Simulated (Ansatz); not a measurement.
# Iron, hcp: HSE06 at the PBE geometry

Aim: see what exact exchange does to the levels and moments, and what it costs. The geometry was relaxed under PBE beforehand and is kept. Exact exchange is dear, so the k-mesh is coarse, and PBE is run on the same mesh for comparison.

Computed with Ansatz 0.2.0 (DFT, plane waves (420 eV) with PBE-made PAW files, scalar-relativistic; functionals as named at each step, unless a step says otherwise).

## Step 1: The structure to begin with

Symmetry: P6_3/mmc, No. 194, hexagonal system. Conventional cell: a = 2.518 Å, b = 2.518 Å, c = 4.375 Å, α = 90.00°, β = 90.00°, γ = 120.00°. Fe (site symmetry -6m2) is surrounded by 12 Fe at 2.52 to 2.63 Å.

As a file:

```cif
data_structure
_symmetry_space_group_name_H-M 'P6_3/mmc'
_symmetry_Int_Tables_number 194
_cell_length_a 2.5177
_cell_length_b 2.5177
_cell_length_c 4.3745
_cell_angle_alpha 90.000
_cell_angle_beta 90.000
_cell_angle_gamma 120.000
_cell_volume 24.01
loop_
_atom_site_label
_atom_site_type_symbol
_atom_site_symmetry_multiplicity
_atom_site_Wyckoff_symbol
_atom_site_fract_x
_atom_site_fract_y
_atom_site_fract_z
_atom_site_occupancy
Fe1 Fe 2 c 0.33333 0.66667 0.25000 1
```

The atoms start with moments of +2.58 ×2 μB.

## Step 2: PBE, coarse mesh

The run with PBE.

Input file input.yaml:

```yaml
crystal:
  lattice:
    - [2.5176572871, 0.0, 0.0]
    - [-1.2588286436, 2.1803551687, 0.0]
    - [0.0, 0.0, 4.374539539]
  atoms:
    - { symbol: Fe, position: [0.3333333333, 0.6666666667, 0.25], spin: 2.579 }
    - { symbol: Fe, position: [0.6666666667, 0.3333333333, 0.75], spin: 2.579 }
hamiltonian:
  xc: pbe
  pseudopotentials:
    kind: paw
    azcp:
      Fe: "pseudopotentials/Fe.paw.azcp"
basis:
  ecutwfc: 420
  fft_grid_basis: typed
kpoints:
  mp_grid: { grid: [7, 7, 4], shift: [0, 0, 0] }
magnetization:
  spin_polarized: true
scf:
  occupations: { method: fermi_dirac, width: 0.1 }
```

Run with:

```
ansatz run input.yaml --threads 4 --pin off --max-ram 8192MiB --backend cpu --events-out ev --progress --plain --runs-dir out
```

## Step 3: HSE06 on the coarse mesh

The run with HSE06.

input.yaml: that of step 2 with these lines changed.

```diff
@@ -9,3 +9,3 @@
 hamiltonian:
-  xc: pbe
+  xc: hse06
   pseudopotentials:
```

(Steps that only read results are left out.)

What does the calculation give? Wanted: PBE: gap; PBE: magnetic state; HSE06: gap; HSE06: magnetic state.

As calculated:

| quantity | value |
| --- | --- |
| PBE: gap | none (levels filled in part) |
| PBE: magnetic state | ferromagnetic, up to 2.49 μB per atom |
| HSE06: gap | none (levels filled in part) |
| HSE06: magnetic state | ferromagnetic, up to 3.09 μB per atom |
| HSE06: SCF cycles, exchange loops | 30, 3 |
| HSE06: CPU time over that of PBE | 12 |

**Reading.** Neither PBE nor HSE06 shows a clean gap on this mesh. Moments change from 2.49 μB to 3.09 μB at most; exact exchange favours larger moments in itinerant magnets. HSE06 cost 12 times the CPU time of PBE. HSE06 needed 3 outer loops of the exchange operator. The total energies in the logs cannot be compared from one functional to another.
